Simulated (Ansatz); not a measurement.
FeO:

```
CELL_PARAMETERS angstrom
-1.60210 1.60210 2.08339
1.60210 -1.60210 2.08339
1.60210 1.60210 -2.08339
ATOMIC_POSITIONS crystal
Fe 0.00000 0.00000 0.00000
O 0.50000 0.50000 0.00000
```

The cell comes from a database or a generator and needn't be the stable form of this composition.

Program: Ansatz 0.2.0. Alike in all runs: task single point; level PBE; potentials or basis Ansatz PAW; cell as given; cutoff (eV) 420; smearing fermi-dirac 0.05 eV. Hardware: 2 threads of Arm Neoverse V1 (shared host).

Order these runs on this cell by their wall time, lowest first.
A. spin collinear, ferromagnetic start; fixed moment (μB) 2.2; k mesh 10 × 10 × 10
B. spin collinear, ferromagnetic start; fixed moment (μB) 1.5; k mesh 10 × 10 × 10
C. spin off; k mesh 12 × 12 × 12

C (1.7 s), A (4.8 s), B (18 s).

Caveats: the total moment is fixed, so each spin has its own Fermi level (some runs); a cell with one magnetic atom can't hold antiferromagnetic order, which such compounds often take (some runs).
